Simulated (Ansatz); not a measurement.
Take Sb$_{2}$Te$_{3}$ in the Bi2Te3 type structure (space group R-3m, No. 166; a = 4.211 Å, c = 29.191 Å (hexagonal axes)) as the base. Axes: x lies along a and z along c of the hexagonal cell.

The values are results of PBEsol-D3(BJ) (Ansatz, a program for electronic structure), scalar-relativistic without spin-orbit coupling, earlier PAW set, not measurements.

The change: every lattice vector is shortened by 2.45 %; the atoms relax in the strained cell.

Task: Predict the stress tensor and what it implies for the stiffness.

Result: Stress of the strained cell less that of the base (GPa, compression positive):
```
    4.5     0.0     0.0
    0.0     4.5     0.0
    0.0     0.0     5.0
```

Then B = −ΔP/(ΔV/V₀) with ΔV/V₀ = -0.0717 gives secant stiffness values (nonlinear terms included at this strain): B (at held cell shape, above the free-shape value) ≈ 65 GPa.

As a check, the harmonic strain energy −½ V₀ Δσ:ε is 32 meV/atom; the computed energy rise is 29 meV/atom.

The mesh was chosen for an insulator and is coarse for the gapless case. Whether these cells are dynamically stable was not tested. All final runs are without spin polarisation.
